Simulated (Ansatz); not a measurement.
Input, command and steps of an Ansatz relaxation.

```yaml
crystal:
  lattice:
    - [-3.1825, 3.1825, 2.7285]
    - [3.1825, -3.1825, 2.7285]
    - [3.1825, 3.1825, -2.7285]
  atoms:
    - { symbol: Co, position: [0.25, 0.25, 0.0] }
    - { symbol: Co, position: [0.75, 0.75, 0.0] }
    - { symbol: Sn, position: [0.658, 0.158, 0.816] }
    - { symbol: Sn, position: [0.158, 0.342, 0.5] }
    - { symbol: Sn, position: [0.342, 0.842, 0.184] }
    - { symbol: Sn, position: [0.842, 0.658, 0.5] }
basis:
  ecutwfc: 420
kpoints:
  mp_grid: { grid: [8, 8, 8] }
hamiltonian:
  xc: pbesol
scf:
  occupations: { method: gaussian, width: 0.1 }
output:
  forces: true
  stress: true
  eigenvalues: true
  write_density: true
  write_potential: true
  elf: true
  volumetric_format: npy
relax:
  adjacent_minimum: "off"
  f_tol: 0.01
  max_steps: 40
```

```bash
ansatz run input.yaml --threads 1 --pin off --max-ram 2560MiB --backend cpu --events-out ev --progress --plain --runs-dir out
```

The calculation used DFT PBEsol, scalar-relativistic, plane waves, PAW in Ansatz.

Of 3 frames 3 are shown, positions in Å and forces in eV/Å; the SCF threshold varies from step to step. The mark taken_back stands on steps that the optimiser undid.

```xyz
6
Lattice="-3.1825 3.1825 2.7285 3.1825 -3.1825 2.7285 3.1825 3.1825 -2.7285" Properties=species:S:1:pos:R:3:forces:R:3 pbc="T T T" step=1 free_energy_over_end_meV_per_atom=21.32
Co    0.0000    0.0000    1.3642    0.0000    0.0000    0.0000
Co    0.0000    0.0000    4.0927    0.0000    0.0000    0.0000
Sn    1.0057    4.1882    0.0000    0.6176    0.6176    0.0000
Sn    2.1768    1.0057    0.0000   -0.6176    0.6176    0.0000
Sn    2.1768   -1.0057    2.7285   -0.6176   -0.6176    0.0000
Sn    1.0057    2.1768    2.7285    0.6176   -0.6176    0.0000
6
Lattice="-3.1825 3.1825 2.7285 3.1825 -3.1825 2.7285 3.1825 3.1825 -2.7285" Properties=species:S:1:pos:R:3:forces:R:3 pbc="T T T" step=2 free_energy_over_end_meV_per_atom=32.10 taken_back
Co    0.0000    0.0000    1.3642    0.0000    0.0000    0.0000
Co    0.0000    0.0000    4.0927    0.0000    0.0000    0.0000
Sn    1.1436    4.3261    0.0000   -0.5149   -0.5149    0.0000
Sn    2.0389    1.1436    0.0000    0.5149   -0.5149    0.0000
Sn    2.0389   -1.1436    2.7285    0.5149    0.5149    0.0000
Sn    1.1436    2.0389    2.7285   -0.5149    0.5149    0.0000
6
Lattice="-3.1825 3.1825 2.7285 3.1825 -3.1825 2.7285 3.1825 3.1825 -2.7285" Properties=species:S:1:pos:R:3:forces:R:3 pbc="T T T" step=3 free_energy_over_end_meV_per_atom=0.00
Co    0.0000    0.0000    1.3642    0.0000    0.0000    0.0000
Co    0.0000    0.0000    4.0927    0.0000    0.0000    0.0000
Sn    1.0618    4.2443    0.0000   -0.0056   -0.0056    0.0000
Sn    2.1207    1.0618    0.0000    0.0056   -0.0056    0.0000
Sn    2.1207   -1.0618    2.7285    0.0056    0.0056    0.0000
Sn    1.0618    2.1207    2.7285   -0.0056    0.0056    0.0000
```

It took 48 s on 1 thread of Intel(R) Xeon(R) 6975P-C (Granite Rapids), with other jobs on the host, peak memory 0.58 GiB.

Spin polarisation was left out, and a magnetic state may lie lower.